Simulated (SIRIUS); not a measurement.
Al: equation of state with PBE

**Experimental background.**

From “The interpretation of polycrystalline coherent inelastic neutron scattering from aluminium”, 2013, pmc:3831299, for a bulk crystal of Al: bulk modulus 76.9 GPa.

The system is Al.

```
CELL_PARAMETERS angstrom
0.00000 2.02481 2.02481
2.02481 0.00000 2.02481
2.02481 2.02481 0.00000
ATOMIC_POSITIONS crystal
Al 0.00000 0.00000 0.00000
```

```
Program             : SIRIUS 7.10.0
Task                : equation of state
Functional          : PBE
Potentials or basis : PseudoDojo 0.4.1 PBE standard (scalar relativistic)
Cutoff              : 557 eV
Density cutoff      : 2229 eV
k mesh              : 11 × 11 × 11
Occupations         : fermi-dirac, width 0.05 eV
Spin                : no spin polarisation
```

| Item | Value |
| --- | --- |
| Equilibrium volume | 16.46 Å³/atom |
| Bulk modulus | 80 GPa |
| Pressure derivative of the bulk modulus | 4.5 |

Energy against volume, from the lowest point:
```tsv
volume (Å³/atom)	energy (meV/atom)
15.607	11.94
15.939	4.13
16.271	0.29
16.603	0.00
16.935	2.90
17.267	8.64
17.599	16.93
```

All runs of the series together: 36 s on 1 thread of Arm Neoverse V2, with other jobs on the host.

Against the measured bulk modulus of Al, 76.9 GPa (quoted in “The interpretation of polycrystalline coherent inelastic neutron scattering from aluminium”, 2013, pmc:3831299), the calculated 80 GPa is off by +3.5 %. The fit is for a static lattice scaled at fixed shape and fixed fractional positions. The cell as given is a measured one (16.60 Å³/atom); PBE puts the equilibrium volume -0.8 % from it, thermal expansion not counted.
